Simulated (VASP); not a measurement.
BAs: work function with PBEsol

Sheet: BAs, a sheet with vacuum.

```
B As
1.0
     3.36489    0.00000    0.00000
    -1.68244    2.91408    0.00000
     0.00000    0.00000   16.00000
B As
1 1
Cartesian
  0.0000 1.9427 8.0000
  1.6824 0.9714 8.0000
```

The cell was built by a generator and needn't be a form met in nature.

```yaml
Program: VASP 6.6.1
Task: work function
Functional: PBEsol
Potentials_or_basis: VASP PAW PBE potentials, release 64 (B, As)
Cutoff: 520 eV
k_mesh: 12 × 12 × 1
Occupations: gaussian, width 0.03 eV
Spin: no spin polarisation
Dipole_correction: yes
Further_INCAR_settings: ALGO = Fast; EDIFF = 1e-06
```

```json
{
  "Band gap on the k mesh": "0.74 eV, direct",
  "Ionisation potential of the upper face": "4.96 eV"
}
```

Levels at points of the mesh, in eV from the valence-band top:
```
           k point  band 1  band 2  band 3  band 4  band 5  band 6  band 7  band 8
(0.00, 0.00, 0.00)  -13.91   -4.01   -1.50   -1.50    3.71    4.02    4.85    4.85
(0.50, 0.00, 0.00)  -11.46   -8.27   -3.61   -1.07    1.42    2.52    7.58    8.25
```

Run time: 74 s on 1 thread of Intel(R) Xeon(R) Platinum 8259CL CPU @ 2.50GHz (Skylake/Cascade Lake), on a shared host, peak memory 0.3 GiB.

 A hybrid or GW would open this gap; PBEsol tends to underestimate it.
